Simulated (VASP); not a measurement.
# TiS2 in VASP: relaxation of cell and atoms with PBEsol+D3(BJ)

Aim: the relaxation of cell and atoms of TiS2 with PBEsol+D3(BJ).

Everything below comes from runs of VASP 6.6.1. Logs are shortened: lines on timing, memory, paths and dates and some standing lists are left out, and cuts for length are marked.

**1. The structure**

The cell holds a sheet with vacuum, 3 atoms: a = 3.400 Å, b = 3.400 Å, c = 18.860 Å, α = 90.00°, β = 90.00°, γ = 120.00°.

The cell was built by a generator and needn't be a form met in nature.

**2. Relaxation of cell and atoms, PBEsol+D3(BJ)**

File INCAR:

```
PREC = Accurate ; ENCUT = 600
EDIFF = 1E-6 ; ISMEAR = 0
SIGMA = 0.08 ; LREAL = False
LASPH = True ; NELM = 120
ALGO = Normal ; ISIF = 3
LWAVE = False ; LCHARG = False
GGA = PS ; IVDW = 12
IBRION = 2 ; NSW = 60
EDIFFG = -0.005 ; LATTICE_CONSTRAINTS = .TRUE. .TRUE. .FALSE.
KPAR = 4
```

File KPOINTS:

```
Automatic mesh
0
Gamma
  12 12 1
```

File POSCAR:

```
TiS2
1.0
    3.4000000000      0.0000000000      0.0000000000
   -1.7000000000      2.9444863700      0.0000000000
    0.0000000000      0.0000000000     18.8600000000
S Ti
2 1
Direct
    0.3333330000      0.6666670000      0.4241781500
    0.6666670000      0.3333330000      0.5758218500
    0.0000000000      0.0000000000      0.5000000000
```

Potentials or basis: VASP PAW PBE potentials, release 64 (S, Ti_sv).

Command:

```
> cat potpaw_PBE.64/S/POTCAR potpaw_PBE.64/Ti_sv/POTCAR > POTCAR
> mpirun -np 4 vasp_std > vasp.out
```

OUTCAR:

```text
PREC = Accurate
   ENCUT = 600
   EDIFF = 1E-6
   ISMEAR = 0
   LREAL = False
   LASPH = True
   NELM = 120
   ISIF = 3
   GGA = PS
   IVDW = 12
   IBRION = 2
   NSW = 60
   EDIFFG = -0.005
 IVDW          = 12

 ion  position               nearest neighbor table
   1  0.333  0.667  0.424-   3 2.43   3 2.43   3 2.43
   2  0.667  0.333  0.576-   3 2.43   3 2.43   3 2.43
   3  0.000  0.000  0.500-   1 2.43   2 2.43   1 2.43   2 2.43   2 2.43   1 2.43

  LATTYP: Found a hexagonal cell.
 ALAT       =     3.4000000000
 C/A-ratio  =     5.5470588235

  Lattice vectors:

 A1 = (   3.4000000000,   0.0000000000,   0.0000000000)
 A2 = (  -1.7000000000,   2.9444863700,   0.0000000000)
 A3 = (   0.0000000000,   0.0000000000,  18.8600000000)

Analysis of symmetry for initial positions (statically):
=====================================================================
 Subroutine PRICEL returns:
 Original cell was already a primitive cell.

 Routine SETGRP: Setting up the symmetry group for a
 hexagonal supercell.

 Subroutine GETGRP returns: Found 12 space group operations
 (whereof 12 operations were pure point group operations)
 out of a pool of 24 trial point group operations.

The static configuration has the point symmetry D_3d.

Analysis of symmetry for dynamics (positions and initial velocities):
=====================================================================
 Subroutine PRICEL returns:
 Original cell was already a primitive cell.

 Routine SETGRP: Setting up the symmetry group for a
 hexagonal supercell.

 Subroutine GETGRP returns: Found 12 space group operations
 (whereof 12 operations were pure point group operations)
 out of a pool of 24 trial point group operations.

The dynamic configuration has the point symmetry D_3d.

 Subroutine INISYM returns: Found 12 space group operations
 (whereof 12 operations are pure point group operations),
 and found     1 'primitive' translations

----------------------------------------------------------------------------------------

                                     Primitive cell

  volume of cell :     188.8122

  direct lattice vectors                    reciprocal lattice vectors
     3.400000000  0.000000000  0.000000000     0.294117647  0.169808903  0.000000000
    -1.700000000  2.944486370  0.000000000     0.000000000  0.339617806  0.000000000
     0.000000000  0.000000000 18.860000000     0.000000000  0.000000000  0.053022269

  length of vectors
     3.400000000  3.399999998 18.860000000     0.339617805  0.339617806  0.053022269

  position of ions in fractional coordinates (direct lattice)
     0.333333000  0.666667000  0.424178150
     0.666667000  0.333333000  0.575821850
     0.000000000  0.000000000  0.500000000

  ion indices of the primitive-cell ions
   primitive index   ion index
                 1           1
                 2           2
                 3           3

----------------------------------------------------------------------------------------

 KPOINTS: Automatic mesh

Automatic generation of k-mesh.
 Grid dimensions read from file:
 generate k-points for:   12   12    1

 Generating k-lattice:

  Cartesian coordinates                     Fractional coordinates (reciprocal lattice)
     0.024509804  0.014150742  0.000000000     0.083333333  0.000000000  0.000000000
     0.000000000  0.028301484  0.000000000     0.000000000  0.083333333  0.000000000
     0.000000000  0.000000000  0.053022269     0.000000000  0.000000000  1.000000000

  Length of vectors
     0.028301484  0.028301484  0.053022269

  Shift w.r.t. Gamma in fractional coordinates (k-lattice)
     0.000000000  0.000000000  0.000000000

 Subroutine IBZKPT returns following result:
 ===========================================

 Found     19 irreducible k-points:

 Following reciprocal coordinates:
            Coordinates               Weight
  0.000000  0.000000  0.000000      1.000000
  0.083333  0.000000  0.000000      6.000000
  0.166667 -0.000000  0.000000      6.000000
  0.250000 -0.000000  0.000000      6.000000
  0.333333  0.000000  0.000000      6.000000
  0.416667  0.000000  0.000000      6.000000
[... 11 lines left out ...]
  0.333333  0.250000  0.000000     12.000000
  0.333333  0.333333  0.000000      2.000000
   k-points           NKPTS =     19   k-points in BZ     NKDIM =     19   number of bands    NBANDS=     16
   number of dos      NEDOS =    301   number of ions     NIONS =      3
   total plane-waves  NPLWV = 125440
   dimension x,y,z NGX =    28 NGY =   28 NGZ =  160
   dimension x,y,z NGXF=    56 NGYF=   56 NGZF=  320
   ions per type =               2   1
   NGX,Y,Z   is equivalent  to a cutoff of  13.69, 13.69, 14.10 a.u.
   NGXF,Y,Z  is equivalent  to a cutoff of  27.38, 27.38, 28.21 a.u.
 SYSTEM =  unknown system
   PREC   = accura    normal or accurate (medium, high low for compatibility)
   ISTART =      0    job   : 0-new  1-cont  2-samecut
   ICHARG =      2    charge: 1-file 2-atom 10-const
   ISPIN  =      1    spin polarized calculation?
   LNONCOLLINEAR =      F non collinear calculations
   LSORBIT =      F    spin-orbit coupling
   LASPH  =      T    aspherical Exc in radial PAW
   ENCUT  =  600.0 eV  44.10 Ry    6.64 a.u.   6.79  6.79 37.67*2*pi/ulx,y,z
   NELM   =    120;   NELMIN=  2; NELMDL= -5     # of ELM steps
   EDIFF  = 0.1E-05   stopping-criterion for ELM
   LREAL  =      F    real-space projection
   EDIFFG = -.5E-02   stopping-criterion for IOM
   NSW    =     60    number of steps for IOM
   IBRION =      2    ionic relax: 0-MD 1-quasi-New 2-CG
   NFREE  =      1    steps in history (QN), initial steepest desc. (CG)
   ISIF   =      3    stress and relaxation
   ISYM   =      2    0-nonsym 1-usesym 2-fastsym
   POTIM  = 0.5000    time-step for ionic-motion
   TEBEG  =    0.0;   TEEND  =   0.0 temperature during run
   PSTRESS=    0.0 pullay stress
   NELECT =      24.0000    total number of electrons
   NUPDOWN=      -1.0000    fix difference up-down
   EMIN   =  10.00;   EMAX   =-10.00  energy-range for DOS
   EFERMI =   0.00;   METHOD = LEGACY
   ISMEAR =     0;   SIGMA  =   0.08  broadening in eV -4-tet -1-fermi 0-gaus
   EFERMI_NEDOS =   21; number of points for ismear=-14 and -15
   IALGO  =     38    algorithm
   IMIX   =      4    mixing-type and parameters
     AMIX     =   0.40;   BMIX     =  1.00
     AMIX_MAG =   1.60;   BMIX_MAG =  1.00
  volume/ion in A,a.u.               =      62.94       424.72
  Fermi-wavevector in a.u.,A,eV,Ry     =   0.823130  1.555490  9.218536  0.677543
  Thomas-Fermi vector in A             =   1.934587
   LORBIT       =      0    0 simple, 1 ext, 2 COOP (PROOUT), +10 PAW based schemes
   GGA     = PS    functional components
   LHFCALC =     F    Hartree Fock is set to
   AEXX    =    0.0000 exact exchange contribution
   IVDW    =    12    specifies the selected vdW correction
   LEPSILON=     F    determine dielectric tensor
   LRPA    =     F    only Hartree local field effects (RPA)
 conjugate gradient relaxation of ions
 non-spin polarized calculation
 Gauss-broadening in eV      SIGMA  =   0.08
  energy-cutoff  :      600.00
  volume of cell :      188.81
 maximum number of plane-waves:      6345
 NGX is ok and might be reduce to    28
   NGX = 13   NGY = 13   NGZ = 75

--------------------------------------- Ionic step        1  -------------------------------------------

 number of electron      23.9999997 magnetization

 Free energy of the ion-electron system (eV)
  ---------------------------------------------------
  ext. energy  EPLUGINS =         0.00000000
  ---------------------------------------------------
  free energy    TOTEN  =       -21.05563383 eV

  energy without entropy =      -21.05351949  energy(sigma->0) =      -21.05457666

------------------------ aborting loop because EDIFF is reached ----------------------------------------

 Edisp (eV)   -0.61701

 E8    (eV) :    -0.4039

  FORCE on cell =-STRESS in cart. coord.  units (eV):
  Direction    XX          YY          ZZ          XY          YZ          ZX
  --------------------------------------------------------------------------------------
  -------------------------------------------------------------------------------------
  Total      -1.91578    -1.91578    -1.03803     0.00000     0.00000     0.00000
  in kB     -16.25643   -16.25643    -8.80824     0.00000     0.00000     0.00000
  external pressure =      -13.77 kB  Pullay stress =        0.00 kB

 VOLUME and BASIS-vectors are now :
 -----------------------------------------------------------------------------
  energy-cutoff  :      600.00
  volume of cell :      188.81
      direct lattice vectors                 reciprocal lattice vectors
     3.400000000  0.000000000  0.000000000     0.294117647  0.169808903  0.000000000
    -1.700000000  2.944486370  0.000000000     0.000000000  0.339617806  0.000000000
     0.000000000  0.000000000 18.860000000     0.000000000  0.000000000  0.053022269
[... 165 lines left out ...]
 POSITION                                       TOTAL-FORCE (eV/Angst)
 -----------------------------------------------------------------------------------
     -0.00000      1.91446      7.99202         0.000000     -0.000000      0.036433
      1.65797      0.95723     10.86798        -0.000000      0.000000     -0.036433
     -1.65797      2.87168      9.43000         0.000000      0.000000      0.000000
 -----------------------------------------------------------------------------------
    total drift:                               -0.000000      0.000000      0.000000

  FREE ENERGIE OF THE ION-ELECTRON SYSTEM (eV)
  ---------------------------------------------------
  free  energy   TOTEN  =       -21.7177602354 eV

  energy  without entropy=      -21.7158298800  energy(sigma->0) =      -21.71679506

--------------------------------------- Ionic step        6  -------------------------------------------

 number of electron      24.0000000 magnetization

 Free energy of the ion-electron system (eV)
  ---------------------------------------------------
  ext. energy  EPLUGINS =         0.00000000
  ---------------------------------------------------
  free energy    TOTEN  =       -21.06969064 eV

  energy without entropy =      -21.06777525  energy(sigma->0) =      -21.06873294

 E-fermi :  -2.2409     XC(G=0):  -3.7159

 val. band max:       -2.4271405565   @ k =   0.0833   0.0000   0.0000
 cond. band min:      -2.2282222482   @ k =   0.5000  -0.0000   0.0000
 fundamental gap:      0.1989183083
 Fermi energy:        -2.2408671332

 k-point     1 :       0.0000    0.0000    0.0000
  band No.  band energies     occupation
      1     -59.4392      2.00000
      2     -35.7965      2.00000
      3     -35.7212      2.00000
      4     -35.7212      2.00000
      5     -15.9515      2.00000
      6     -14.6999      2.00000
[... 8 lines left out ...]
     15      -1.1455      0.00000
     16       1.6903      0.00000
[... 366 lines left out ...]
 POSITION                                       TOTAL-FORCE (eV/Angst)
 -----------------------------------------------------------------------------------
     -0.00000      1.91653      7.99611        -0.000000      0.000000      0.000901
      1.65976      0.95826     10.86389         0.000000     -0.000000     -0.000901
      0.00000      0.00000      9.43000         0.000000      0.000000      0.000000
 -----------------------------------------------------------------------------------
    total drift:                                0.000000      0.000000      0.000000

  FREE ENERGIE OF THE ION-ELECTRON SYSTEM (eV)
  ---------------------------------------------------
  free  energy   TOTEN  =       -21.7179418962 eV

  energy  without entropy=      -21.7160265026  energy(sigma->0) =      -21.71698420

 reached required accuracy - stopping structural energy minimisation
```

It took 1.9 min on 4 MPI ranks of Intel Xeon 6975P-C (Granite Rapids), shared host; peak memory 0.4 GiB.

What came out:

| Property | Result |
| --- | --- |
| Free energy | -21.7179 eV |
| Relaxed volume | 59.99 Å³/atom |
| Relaxed cell | a = 3.320 Å, b = 3.320 Å, c = 18.860 Å, α = 90.00°, β = 90.00°, γ = 120.00° |
| Space group after relaxing (to 0.05 Å) | P-3m1 (No. 164) |
| Energy gained by relaxing | 15.1 meV/atom |
| Ionic steps | 6 |
| Band gap on the k mesh | none (metal or under the smearing width) |
| Dispersion energy per atom | -0.216 eV |

The path:
```
step  energy change (eV)  largest force (eV/Å)  pressure (GPa)  volume (Å³)
   1              0.0000                0.3567           -1.38       188.81
   2             -0.0287                0.4289            0.99       177.36
   3             -0.0431                0.1289            0.06       181.41
   4             -0.0444                0.0811            0.03       180.88
   5             -0.0451                0.0364           -0.03       179.59
   6             -0.0453                0.0009            0.00       179.98
```

Final structure:
```xyz
3
Lattice="3.3195 0.0000 0.0000 -1.6598 2.8748 0.0000 0.0000 0.0000 18.8600" Properties=species:S:1:pos:R:3 pbc="T T T"
S     0.0000    1.9165    7.9961
S     1.6598    0.9583   10.8639
Ti    0.0000    0.0000    9.4300
```

Levels at points of the mesh, in eV from the Fermi level:
```tsv
k point	band 8	band 9	band 10	band 11	band 12	band 13	band 14	band 15	band 16
(0.00, 0.00, 0.00)	-2.62	-2.62	-1.54	0.29	0.29	0.59	0.59	1.10	3.93
(0.50, 0.00, 0.00)	-4.24	-2.98	-2.67	-1.97	-1.20	0.01	1.79	2.24	3.93
```

Caveat: the PAW data sets were made with another functional, which shifts forces and pressure a little.
